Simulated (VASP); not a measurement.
A run of VASP 6.6.1 is set up as follows.

File POSCAR:

```
As
1.0
    1.8807968987      1.0858785957      3.5140619945
   -1.8807968987      1.0858785957      3.5140619945
    0.0000000000     -2.1717571915      3.5140619945
As
2
Direct
    0.2260000000      0.2260000000      0.2260000000
    0.7740000000      0.7740000000      0.7740000000
```

The input INCAR.step1:

```
ALGO = Normal
EDIFF = 1E-8
EDIFFG = -0.002
ENCUT = 600
IBRION = 2
ISIF = 3
ISMEAR = 0
LASPH = True
LCHARG = False
LREAL = False
LWAVE = False
NELM = 80
NSW = 40
PREC = Accurate
SIGMA = 0.02
```

Contents of INCAR.step2:

```
ALGO = Normal
EDIFF = 1E-8
ENCUT = 600
IBRION = 6
ISIF = 2
ISMEAR = 0
LASPH = True
LCHARG = False
LREAL = False
LWAVE = False
NELM = 80
NFREE = 2
NSW = 1
POTIM = 0.015
PREC = Accurate
SIGMA = 0.02
```

File KPOINTS:

```
k-points
0
Gamma
  7 7 7
```

Potentials or basis: VASP PAW LDA potentials, release 64 (As).

Run with:

```console
$ cat potpaw_LDA.64/As/POTCAR > POTCAR
$ cp INCAR.step1 INCAR
$ mpirun -np 1 vasp_std > vasp.out
$ cp CONTCAR POSCAR
$ cp INCAR.step2 INCAR
$ mpirun -np 1 vasp_std > vasp.out
```

(1) Predict the highest phonon frequency at Γ.

(2) Estimate the space group after relaxing (to 0.05 Å).

Answers

(1) 237 cm⁻¹.

(2) R-3m (No. 166).
